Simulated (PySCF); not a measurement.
Compound: oxalic acid, C2H2O4.
Geometry (GFN2-xTB, Å), atoms numbered from 1 in this order:
```
atom  x, y, z in Å
O1     1.0338   -0.2175   -1.4014
C2     0.7284   -0.0193   -0.2605
O3     1.5822    0.1958    0.7276
C4    -0.7261    0.0203    0.2544
O5    -1.0314    0.2167    1.3958
O6    -1.5801   -0.1907   -0.7343
H7     2.5011    0.1718    0.4115
H8    -2.4988   -0.1676   -0.4176
```

The computed photoelectron lines, unassigned: C 1s: 295.87 eV; O 1s: 538.76 (area 2), 540.87 (area 2) eV.

Computed, not measured: delta-SCF UKS SCAN, pcX-2 on the ionised atom, pcseg-1 elsewhere, spin-free X2C in PySCF 2.14.0. Geometry: GFN2-xTB, one conformer, isolated molecule. GFN2-xTB frequencies show an imaginary mode (29i cm⁻¹), so this geometry is no minimum at that level.

Assign the O 1s lines to atoms.

538.76 eV: O1/O5 (acid carbonyl oxygen); 540.87 eV: O3/O6 (acid hydroxyl oxygen). The listed O 1s values span 2.11 eV, from O1/O5 (bonded to C (double bond)) to O3/O6 (bonded to C and H).

Bonded neighbours of each site: O1/O5: C (double bond); C2/C4: O (double bond), O and C; O3/O6: C and H.

Which photon energy gives electrons from O 1s of O1/O5 a kinetic energy of 150 eV, and what is their de Broglie wavelength?

hν = 538.76 + 150 = 688.76 eV, recoil neglected; λ = 12.264 Å/√(E/eV) = 1.00 Å.

The first atom of each set that the bonding makes equivalent was ionised and stands for the set.

Rough CPU time on one thread of a shared machine: about 30 s.
